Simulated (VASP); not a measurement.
A run of VASP 6.6.1 is set up as follows.

File INCAR:

```
ALGO     = Fast           # electronic algorithm
EDIFF    = 1E-7           # SCF threshold, eV
ENCUT    = 520            # plane-wave cutoff, eV
GGA      = PS             # functional
ISIF     = 2              # what is computed and relaxed
ISMEAR   = 0              # smearing method
ISPIN    = 2              # spin polarisation
LASPH    = True           # aspherical terms in the spheres
LCHARG   = False          # write CHGCAR
LDAU     = True           # DFT+U
LDAUJ    = 0 0          
LDAUL    = 2 -1           # shell
LDAUPRINT= 1            
LDAUTYPE = 2            
LDAUU    = 3 0            # U, eV
LMAXMIX  = 4              # l up to which the mixer works
LORBIT   = 11             # projections on sites
LREAL    = False          # projectors in reciprocal space
LWAVE    = False          # write WAVECAR
MAGMOM   = 4 -2 0 0       # initial moments
NELM     = 150            # most SCF steps
PREC     = Accurate       # precision mode
SIGMA    = 0.05           # smearing width, eV
```

File KPOINTS:

```
k-points
0
Gamma
  5 5 4
```

The input POSCAR:

```
MnS
1.0
    4.3056791600      0.0000000000      0.0000000000
    0.0000000000      4.3056791600      0.0000000000
    0.0000000000      0.0000000000      5.3605806400
Mn S
2 2
Direct
    0.0000000000      0.5000000000      0.0000000000
    0.5000000000      0.0000000000      0.5000000000
    0.0000000000      0.0000000000      0.2500000000
    0.0000000000      0.0000000000      0.7500000000
```

Potentials or basis: VASP PAW PBE potentials, release 64 (Mn_pv, S).

The run is started by

```console
$ cat potpaw_PBE.64/Mn_pv/POTCAR potpaw_PBE.64/S/POTCAR > POTCAR
$ mpirun -np 1 vasp_std > vasp.out
```

**Question.** What does it give for the site moments?

**Answer.** Mn +4.41, -4.41; S +0.00 μB.

**Question.** Predict the net moment.

**Answer.** 0.00 μB per cell.

**Question.** Estimate the band gap on the k mesh.

**Answer.** None (metal or under the smearing width).

Eigenvalues of the final occupation matrices:
```
    site  spin  trace               eigenvalues
site 1 d     1   4.63  0.91 0.93 0.93 0.93 0.94
site 1 d     2   0.29  0.02 0.02 0.02 0.08 0.15
site 2 d     1   0.29  0.02 0.02 0.02 0.08 0.15
site 2 d     2   4.63  0.91 0.93 0.93 0.93 0.94
```

 The state reached can hang on the start; a lower one may exist.
